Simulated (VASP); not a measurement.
# Cu2O (Cuprite) (Pn-3m) in VASP: a series of runs, part 2 of 2

VASP 6.6.1. Earlier steps stand in the parts before.

### Step 3. Relaxation of cell and atoms, PBE

This run uses another cell than the first one, of 13.07 Å³/atom, 1.014 times its volume.

INCAR reads:

```
PREC = Accurate ; ENCUT = 300
EDIFF = 1E-7 ; ISMEAR = 0
SIGMA = 0.03 ; LREAL = False
LASPH = True ; NELM = 80
ALGO = Normal ; ISIF = 3
LWAVE = False ; LCHARG = False
GGA = PE ; IBRION = 2
NSW = 90 ; EDIFFG = -0.005
KPAR = 2
```

KPOINTS reads:

```
Automatic mesh
0
Gamma
  3 3 3
```

POSCAR reads:

```
Cu2O                                    
1.0
    4.2800614245     -0.0000000000      0.0000000000
    0.0000000000      4.2800614245     -0.0000000000
   -0.0000000000      0.0000000000      4.2800614245
  Cu              O             
     4     2
Direct
     0.2500000000000000    0.2500000000000000    0.2500000000000000
     0.2500000000000000    0.7500000000000000    0.7500000000000000
     0.7500000000000000    0.7500000000000000    0.2500000000000000
     0.7500000000000000    0.2500000000000000    0.7500000000000000
     0.0000000000000000    0.0000000000000000    0.0000000000000000
     0.5000000000000000    0.5000000000000000    0.5000000000000000
```

Potentials or basis: VASP PAW PBE potentials, release 64 (Cu, O_s).

Launch:

```console
> cat potpaw_PBE.64/Cu/POTCAR potpaw_PBE.64/O_s/POTCAR > POTCAR
> mpirun -np 2 vasp_std > vasp.out
```

OUTCAR:

```text
PREC = Accurate
   ENCUT = 300
   EDIFF = 1E-7
   ISMEAR = 0
   LREAL = False
   LASPH = True
   NELM = 80
   ISIF = 3
   GGA = PE
   IBRION = 2
   NSW = 90
   EDIFFG = -0.005

 ion  position               nearest neighbor table
   1  0.250  0.250  0.250-   5 1.85   6 1.85
   2  0.250  0.750  0.750-   5 1.85   6 1.85
   3  0.750  0.750  0.250-   5 1.85   6 1.85
   4  0.750  0.250  0.750-   5 1.85   6 1.85
   5  0.000  0.000  0.000-   1 1.85   2 1.85   3 1.85   4 1.85
   6  0.500  0.500  0.500-   1 1.85   2 1.85   3 1.85   4 1.85

  LATTYP: Found a simple cubic cell.
 ALAT       =     4.2800614245

  Lattice vectors:

 A1 = (   4.2800614245,   0.0000000000,   0.0000000000)
 A2 = (   0.0000000000,   4.2800614245,   0.0000000000)
 A3 = (   0.0000000000,   0.0000000000,   4.2800614245)

Analysis of symmetry for initial positions (statically):
=====================================================================
 Subroutine PRICEL returns:
 Original cell was already a primitive cell.

 Routine SETGRP: Setting up the symmetry group for a
 simple cubic supercell.

 Subroutine GETGRP returns: Found 48 space group operations
[... 144 lines left out ...]

--------------------------------------- Ionic step        1  -------------------------------------------

 number of electron      55.9999604 magnetization

 Free energy of the ion-electron system (eV)
  ---------------------------------------------------
  ext. energy  EPLUGINS =         0.00000000
  ---------------------------------------------------
  free energy    TOTEN  =       -27.21485574 eV

  energy without entropy =      -27.21485574  energy(sigma->0) =      -27.21485574

------------------------ aborting loop because EDIFF is reached ----------------------------------------

  FORCE on cell =-STRESS in cart. coord.  units (eV):
  Direction    XX          YY          ZZ          XY          YZ          ZX
  --------------------------------------------------------------------------------------
  -------------------------------------------------------------------------------------
  Total        0.2407212      0.2407212      0.2407212      0.0000000      0.0000000     -0.0000000
  in kB        4.9189779      4.9189779      4.9189779      0.0000000      0.0000000     -0.0000000
  external PRESSURE =       4.9189779 kB  Pullay stress =       0.0000000 kB
[... 67 lines left out ...]
--------------------------------------- Ionic step        3  -------------------------------------------

 number of electron      55.9999617 magnetization

 Free energy of the ion-electron system (eV)
  ---------------------------------------------------
  ext. energy  EPLUGINS =         0.00000000
  ---------------------------------------------------
  free energy    TOTEN  =       -27.21522028 eV

  energy without entropy =      -27.21522028  energy(sigma->0) =      -27.21522028

 E-fermi :   4.8988     XC(G=0): -10.9520

 val. band max:        4.7373917960   @ k =   0.0000   0.0000   0.0000
 cond. band min:       5.2411303963   @ k =   0.0000   0.0000   0.0000
 fundamental gap:      0.5037386003
 Fermi energy:         4.8988204159

 k-point     1 :       0.0000    0.0000    0.0000
  band No.  band energies     occupation
      1     -15.2614      2.00000
      2     -14.5609      2.00000
      3      -2.3611      2.00000
      4      -2.3611      2.00000
      5      -2.3611      2.00000
      6      -0.0242      2.00000
[... 166 lines left out ...]
  FREE ENERGIE OF THE ION-ELECTRON SYSTEM (eV)
  ---------------------------------------------------
  free  energy   TOTEN  =       -27.2152202843 eV

  energy  without entropy=      -27.2152202843  energy(sigma->0) =      -27.21522028

 reached required accuracy - stopping structural energy minimisation
```

Wall time 18 s (2 MPI ranks of Intel Xeon Platinum 8559C (Emerald Rapids), shared host); peak memory 0.12 GiB.

The run converged, but some of its settings lie outside the range that counts as converged, so its numbers aren't taken as properties of the crystal.

Results:

| Property | Result |
| --- | --- |
| Free energy | -27.2152 eV |
| Relaxed volume | 13.11 Å³/atom |
| Relaxed cell | a = 4.284 Å, b = 4.284 Å, c = 4.284 Å, α = 90.00°, β = 90.00°, γ = 90.00° |
| Space group after relaxing (to 0.05 Å) | Pn-3m (No. 224) |
| Energy gained by relaxing | 0.1 meV/atom |
| Ionic steps | 3 |
| Band gap on the k mesh | 0.50 eV, direct |

Caveat: the k mesh is coarse (spacing up to 0.49 Å⁻¹), so the values aren't converged; the cutoff is under 1.25 times the usual one of these potentials, so pressure, stress and relaxed cells hold a basis-set (Pulay) error.

### Step 4. Relaxation of cell and atoms, PBE

INCAR reads:

```
SYSTEM = Cu2O
PREC = Accurate
ENCUT = 600
EDIFF = 1E-6
ISMEAR = 0
SIGMA = 0.03
LREAL = .False.
LASPH = .True.
NELM = 80
ALGO = Normal
ISIF = 3
LWAVE = .False.
LCHARG = .False.
GGA = PE
IBRION = 2
NSW = 90
EDIFFG = -0.01
KPAR = 2
```

KPOINTS reads:

```
regular mesh
0
Gamma
  6 6 6
  0 0 0
```

POSCAR reads:

```
Cu2O
1.0
    4.2600000000      0.0000000000      0.0000000000
    0.0000000000      4.2600000000      0.0000000000
    0.0000000000      0.0000000000      4.2600000000
Cu O
4 2
Direct
    0.2500000000      0.2500000000      0.2500000000
    0.2500000000      0.7500000000      0.7500000000
    0.7500000000      0.7500000000      0.2500000000
    0.7500000000      0.2500000000      0.7500000000
    0.0000000000      0.0000000000      0.0000000000
    0.5000000000      0.5000000000      0.5000000000
```

Potentials or basis: VASP PAW PBE potentials, release 64 (Cu, O).

Launch:

```console
> cat potpaw_PBE.64/Cu/POTCAR potpaw_PBE.64/O/POTCAR > POTCAR
> mpirun -np 2 vasp_std > vasp.out
```

Wall time 43 s (2 MPI ranks of Intel Xeon 6975P-C (Granite Rapids), shared host); peak memory 0.23 GiB.

It converged, with:

* Free energy: -27.2900 eV
* Relaxed volume: 13.32 Å³/atom
* Relaxed cell: a = 4.307 Å, b = 4.307 Å, c = 4.307 Å, α = 90.00°, β = 90.00°, γ = 90.00°
* Space group after relaxing (to 0.05 Å): Pn-3m (No. 224)
* Energy gained by relaxing: 5.2 meV/atom
* Ionic steps: 3
* Pressure after relaxing: 0.1 GPa
* Band gap on the k mesh: 0.47 eV, direct

The path:
```tsv
step	energy change (eV)	largest force (eV/Å)	pressure (GPa)	volume (Å³)
1	0.0000	0.0000	4.07	77.31
2	-0.0264	0.0000	-1.52	81.03
3	-0.0315	0.0000	0.07	79.90
```

Final structure:
```cif
data_structure
_symmetry_space_group_name_H-M 'P 1'
_symmetry_Int_Tables_number 1
_cell_length_a 4.3071
_cell_length_b 4.3071
_cell_length_c 4.3071
_cell_angle_alpha 90.000
_cell_angle_beta 90.000
_cell_angle_gamma 90.000
_cell_volume 79.90
loop_
_atom_site_label
_atom_site_type_symbol
_atom_site_fract_x
_atom_site_fract_y
_atom_site_fract_z
_atom_site_occupancy
Cu1 Cu 0.25000 0.25000 0.25000 1
Cu2 Cu 0.25000 0.75000 0.75000 1
Cu3 Cu 0.75000 0.75000 0.25000 1
Cu4 Cu 0.75000 0.25000 0.75000 1
O1 O 0.00000 0.00000 0.00000 1
O2 O 0.50000 0.50000 0.50000 1
```

Levels at points of the mesh, in eV from the valence-band top:
```tsv
k point	band 24	band 25	band 26	band 27	band 28	band 29	band 30	band 31	band 32	band 33
(0.00, 0.00, 0.00)	-1.50	-1.50	0.00	0.00	0.00	0.47	1.36	1.36	7.75	7.75
(0.50, 0.00, 0.00)	-1.61	-1.14	-1.14	-0.37	-0.37	2.19	2.19	4.26	4.26	7.25
(0.50, 0.50, 0.00)	-1.40	-1.15	-1.15	-0.62	-0.62	1.91	1.91	3.79	3.79	6.72
(0.50, 0.50, 0.50)	-1.55	-0.96	-0.54	-0.54	-0.54	2.51	2.51	2.51	4.78	4.78
```

A k mesh can miss the band edges. PBE usually gives volumes a little too large and moduli too small.

### Step 5. Relaxation of cell and atoms, PBE

This run uses another cell than the first one, of 13.32 Å³/atom, 1.034 times its volume.

Changes to INCAR since step 4:

```diff
@@ -3,3 +3,3 @@
 ENCUT = 600
-EDIFF = 1E-6
+EDIFF = 1E-7
 ISMEAR = 0
@@ -16,3 +16,3 @@
 NSW = 90
-EDIFFG = -0.01
+EDIFFG = -0.005
 KPAR = 2
```

KPOINTS is that of step 4.

POSCAR reads:

```
Cu2O                                    
1.0
    4.3071284838      0.0000000000      0.0000000000
   -0.0000000000      4.3071284838      0.0000000000
   -0.0000000000     -0.0000000000      4.3071284838
  Cu              O             
     4     2
Direct
     0.2500000000000000    0.2500000000000000    0.2500000000000000
     0.2500000000000000    0.7500000000000000    0.7500000000000000
     0.7500000000000000    0.7500000000000000    0.2500000000000000
     0.7500000000000000    0.2500000000000000    0.7500000000000000
     0.0000000000000000    0.0000000000000000    0.0000000000000000
     0.5000000000000000    0.5000000000000000    0.5000000000000000
```

Launch:

```console
> cat potpaw_PBE.64/Cu/POTCAR potpaw_PBE.64/O/POTCAR > POTCAR
> mpirun -np 2 vasp_std > vasp.out
```

It took 20 s on 2 MPI ranks of Intel Xeon 6975P-C (Granite Rapids), shared host; peak memory 0.21 GiB.

It converged, with:

```yaml
Free_energy: -27.2930 eV
Pressure_after_relaxing: 0.0 GPa
Band_gap_on_the_k_mesh: 0.47 eV, direct
```

Final structure:
```cif
data_structure
_symmetry_space_group_name_H-M 'P 1'
_symmetry_Int_Tables_number 1
_cell_length_a 4.3071
_cell_length_b 4.3071
_cell_length_c 4.3071
_cell_angle_alpha 90.000
_cell_angle_beta 90.000
_cell_angle_gamma 90.000
_cell_volume 79.90
loop_
_atom_site_label
_atom_site_type_symbol
_atom_site_fract_x
_atom_site_fract_y
_atom_site_fract_z
_atom_site_occupancy
Cu1 Cu 0.25000 0.25000 0.25000 1
Cu2 Cu 0.25000 0.75000 0.75000 1
Cu3 Cu 0.75000 0.75000 0.25000 1
Cu4 Cu 0.75000 0.25000 0.75000 1
O1 O 0.00000 0.00000 0.00000 1
O2 O 0.50000 0.50000 0.50000 1
```

Levels at points of the mesh, in eV from the valence-band top:
```csv
k point,band 26,band 27,band 28,band 29,band 30,band 31
"(0.00, 0.00, 0.00)",0.00,0.00,0.00,0.47,1.36,1.36
"(0.50, 0.00, 0.00)",-1.14,-0.37,-0.37,2.19,2.19,4.26
"(0.50, 0.50, 0.00)",-1.15,-0.62,-0.62,1.91,1.91,3.79
"(0.50, 0.50, 0.50)",-0.54,-0.54,-0.54,2.51,2.51,2.51
```

Caveat: the relaxation stopped at its first step, so nothing moved. A k mesh can miss the band edges.
